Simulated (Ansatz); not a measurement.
# Mo: energy along a strain

Mo, Im-3m, a = 3.142 Å (as given, not relaxed at this level: 4.8 GPa). Ansatz: PBE, PAW, 420 eV, Γ-centred 22×22×22 mesh on 1 atom, Gaussian smearing 0.15 eV; no spin polarisation. Cell vectors (Å): -1.571 1.571 1.571; 1.571 -1.571 1.571; 1.571 1.571 -1.571. The cell is strained by x per cent times the pattern (1 0 0 0 0 0) in the order xx yy zz yz xz xy (engineering shears), with fractional coordinates held. y is the free energy over the start, V0 = 15.509 Å³/atom. Points with a strain past 8.5 % were computed too (3) and aren't used here.

```tsv
x (%)	y (meV/atom)
-7.50	?
-5.00	88.59
-2.50	27.11
0.00	0.00
2.50	2.25
5.00	29.44
7.50	77.39
```

**Question.** Fit y = c1 x + c2 x² + c3 x³ to the other rows, get the stiffness along the pattern, and predict the missing energy.

**Answer.** Least squares on the rows shown. y = −4.7065 x + 2.3613 x² − 0.047807 x³. The clamped-ion stiffness p·C·p = 2 × 23.61 eV × 160.2 / 15.509 Å³ = 488 GPa, which is C11 in these axes (second derivative at the start, which stands under stress). At x = -7.50 the fit asked for gives 188.29 meV/atom. The run gave 189.22 meV/atom, so the fit is 0.93 meV/atom too low, 0.49 % of the span of the series, against an rms of 0.09 meV/atom on the fitted rows. The row lies outside the fitted range. With a term in x⁴ added, a fit to the same known rows predicts 189.79 meV/atom, a smaller miss on the other side.